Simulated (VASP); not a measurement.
# How biaxial strain in the (0001) plane changes ZnO (P6_3mc), part 2 of 2

How do the elastic response and the band edges of ZnO follow biaxial strain in the (0001) plane?

VASP 6.6.1, plane waves and PAW; the level of theory is named at each step.

So far: Set-up; Relax the crystal, LDA; Strain along the normal, LDA; Band edges, TB-mBJ with spin-orbit coupling; Band edges, r2SCAN.

### Step 5. Band edges, r2SCAN (continued)

Level of this step: r2SCAN; plane waves and PAW (Zn, O) (VASP).

OUTCAR, selected parts (step 5):

```text
  Total        0.7898742      0.7898742      1.6461162     -0.0000000     -0.0000000      0.0000000
  in kB       27.3617078     27.3617078     57.0224368     -0.0000000     -0.0000000      0.0000000
  external PRESSURE =      37.2486175 kB  Pullay stress =       0.0000000 kB

 POSITION                                       TOTAL-FORCE (eV/Angst)
 -----------------------------------------------------------------------------------
     -0.00000      1.87158      5.07052         0.000000      0.000000     -0.022124
      1.62084      0.93579      2.52940        -0.000000      0.000000     -0.022124
     -0.00000      1.87158      1.95314        -0.000000     -0.000000      0.022124
      1.62084      0.93579      4.49426        -0.000000      0.000000      0.022124
 -----------------------------------------------------------------------------------
    total drift:                               -0.000000     -0.000000      0.026698

  FREE ENERGIE OF THE ION-ELECTRON SYSTEM (eV)
  ---------------------------------------------------
  free  energy   TOTEN  =      -295.2896343038 eV

  energy  without entropy=     -295.2896343038  energy(sigma->0) =     -295.28963430

[... 1 part as in an earlier step ...]

[... 2 further parts left out ...]
[key lines of the parts left out:]
E-fermi :   1.3702
```

Read from the output:

| Quantity | Value |
| --- | --- |
| energy(sigma→0) of the program | -295.2896 eV |
| stress, compression positive | xx, yy, zz 2.74, 2.74, 5.70 GPa |

The run ends at a pressure of 3.72 GPa, with forces up to 0.022 eV/Å.

### Step 6. The table

Runs beyond LDA use the data sets made with LDA; this shifts their levels slightly, and their total energies have another zero (at TB-mBJ, which has no energy functional, they mean nothing).

The other members went through these steps as far as the tables show, with the same cutoff and, step by step, the same mesh; 51 runs are not shown. The session took 5.9 core hours (wall time by ranks) on a shared machine.

| in-plane strain (%) | strain along the normal (%) | in-plane stress, tension positive (GPa) | energy above the unstrained row (meV/atom) | gap on the mesh, LDA (eV) |
| --- | --- | --- | --- | --- |
| -2.000 | 2.067 | -4.735 | 7.214 | 0.771 |
| -1.500 | 1.563 | -3.522 | 4.134 | 0.779 |
| -1.000 | 1.059 | -2.357 | 1.938 | 0.786 |
| -0.500 | 0.554 | -1.138 | 0.554 | 0.793 |
| 0 | 0.020 | -0.031 | 0.000 | 0.800 |
| 0.500 | -0.497 | 1.131 | 0.277 | 0.805 |
| 1.000 | -1.030 | 2.259 | 1.374 | 0.810 |
| 1.500 | -1.563 | 3.376 | 3.263 | 0.814 |
| 2.000 | -2.111 | 4.472 | 5.924 | 0.817 |

Slopes at zero strain, from cubics through all rows: strain ratio -1.044, stress over strain 230 GPa. For (0001) the ratio is −2C₁₃/C₃₃.

Band edges at TB-mBJ with spin-orbit coupling, counted from the valence-band top at Γ, spin-orbit pairs averaged, with one row partly withheld:

| in-plane strain (%) | gap (eV) | conduction band at Γ (eV) | lowest conduction level on M–L (eV) | second valence level below the top (eV) | third valence level below the top (eV) |
| --- | --- | --- | --- | --- | --- |
| -2.000 | 2.537 | 2.537 | 7.320 | 0.050 | 0.129 |
| -1.500 | 2.546 | 2.546 | 7.332 | 0.051 | 0.130 |
| -1.000 | 2.556 | 2.556 | 7.343 | 0.053 | 0.132 |
| -0.500 | 2.563 | 2.563 | 7.351 | 0.054 | 0.136 |
| 0 | 2.571 | 2.571 | 7.360 | 0.055 | 0.144 |
| 0.500 | ? | ? | 7.366 | 0.056 | 0.151 |
| 1.000 | 2.581 | 2.581 | 7.370 | 0.058 | 0.161 |
| 1.500 | 2.584 | 2.584 | 7.372 | 0.059 | 0.169 |
| 2.000 | 2.586 | 2.586 | 7.373 | 0.060 | 0.181 |

Conduction masses, in electron masses:

| in-plane strain (%) | conduction mass at Γ, along the strain axis or the normal of the plane | conduction mass at Γ, across the strain axis or in the plane |
| --- | --- | --- |
| -2.000 | 0.306 | 0.342 |
| -1.500 | 0.311 | 0.342 |
| -1.000 | 0.316 | 0.338 |
| -0.500 | 0.319 | 0.334 |
| 0 | 0.325 | 0.338 |
| 0.500 | 0.326 | 0.331 |
| 1.000 | 0.328 | 0.328 |
| 1.500 | 0.336 | 0.329 |
| 2.000 | 0.335 | 0.327 |

Band edges at r2SCAN, counted from the valence-band top at Γ:

| in-plane strain (%) | gap (eV) | conduction band at Γ (eV) | lowest conduction level on M–L (eV) | second valence level below the top (eV) | third valence level below the top (eV) |
| --- | --- | --- | --- | --- | --- |
| -2.000 | 1.269 | 1.269 | 6.064 | 0.000 | 0.140 |
| -1.500 | 1.276 | 1.277 | 6.079 | 0.000 | 0.127 |
| -1.000 | 1.283 | 1.284 | 6.091 | 0.000 | 0.117 |
| -0.500 | 1.289 | 1.290 | 6.102 | 0.000 | 0.110 |
| 0 | 1.295 | 1.296 | 6.113 | 0.000 | 0.106 |
| 0.500 | 1.301 | 1.301 | 6.122 | 0.000 | 0.103 |
| 1.000 | 1.305 | 1.305 | 6.129 | 0.000 | 0.103 |
| 1.500 | 1.309 | 1.309 | 6.136 | 0.000 | 0.103 |
| 2.000 | 1.312 | 1.312 | 6.142 | 0.000 | 0.107 |

Conduction masses, in electron masses:

| in-plane strain (%) | conduction mass at Γ, along the strain axis or the normal of the plane | conduction mass at Γ, across the strain axis or in the plane |
| --- | --- | --- |
| -2.000 | 0.183 | 0.203 |
| -1.500 | 0.186 | 0.202 |
| -1.000 | 0.188 | 0.199 |
| -0.500 | 0.191 | 0.198 |
| 0 | 0.195 | 0.199 |
| 0.500 | 0.196 | 0.196 |
| 1.000 | 0.198 | 0.194 |
| 1.500 | 0.201 | 0.193 |
| 2.000 | 0.202 | 0.190 |

### Step 7. Working out the slope

The quantity to fit is the conduction level at Γ above the mean of the three top valence levels at TB-mBJ with spin-orbit coupling: 2.596, 2.607, 2.617, 2.627, 2.638, 2.654, 2.660, 2.667 eV in the rows shown.

Fitting a parabola to the 8 known rows (e: strain in %) gives E = − 0.001375 e² + 0.01785 e + 2.637 in eV; the residuals are 5.7e-4 eV r.m.s.

At e = 0.5 this predicts 2.6454 eV.

### Step 8. The withheld row

The calculation gives 2.6470 eV, so the prediction is 0.0016 eV too low, more than twice the residual of the fit.

### Step 9. Outcome

```yaml
ratio_of_normal_to_in_plane_strain: -1.044
biaxial_modulus: 230 GPa
gap_of_the_unstrained_cell_tb_mbj_with_spin_orbit_coupling: 2.57 eV
gap_of_the_unstrained_cell_r2scan: 1.29 eV
slope_at_zero_strain_of_the_conduction_level_at_gamma_above_the_mean_of_the_three_top_valence_levels_tb_mbj_with_spin_orbit_coupling: 18 meV per %
error_of_the_predicted_row: -1.6 meV
```

As a check, the curvature of the energy gives 232 GPa for the same modulus (energy per volume = M × strain²), 1 % from the slope of the stress. The energy also has a linear term worth 0.19 GPa that the stress column lacks, a mark of the finite basis. At TB-mBJ with spin-orbit coupling the lowest conduction valley is Γ throughout, and the gap runs between 2.54 and 2.59 eV. At r2SCAN the lowest conduction valley is Γ throughout, and the gap runs between 1.27 and 1.31 eV. Hole masses are left out throughout, since the top bands are degenerate or cross in many series; of conduction masses, those of the Γ, L and (for Si and Ge under (001) strain) Δ valleys are kept where they change by under an eighth between rows. A measured gap of unstrained ZnO is 3.4 eV (arxiv:0805.4641, fundamental direct gap at Gamma, experimental literature value, temperature not given); the static gaps here belong to the lattice relaxed at LDA. TB-mBJ is a potential fitted for gaps; it has no energy functional, so its total energies and forces mean nothing, and its bands tend to come out too narrow. r2SCAN opens gaps somewhat over GGA but leaves them below measured values as a rule. Spin-orbit coupling is left out at r2SCAN, so the valence splittings there lack it. Temperature, zero-point motion and excitons are left out.

[Lines on the potential files, build, host, timing and source positions are cut from VASP's logs without a mark.]

[Logs are printed without paths, hosts, clocks, repeated set-up lines and the standing remarks that a program may print on its own settings, such as how far it seeks lower states.]

[Hosts, paths, dates, database ids (printed as entryN), source tags and the programs' standing remarks are cut or masked in the printed files.]

[In band tables of VASP the shares of atoms and orbitals are scaled to a sum of 1 inside the atoms' spheres.]
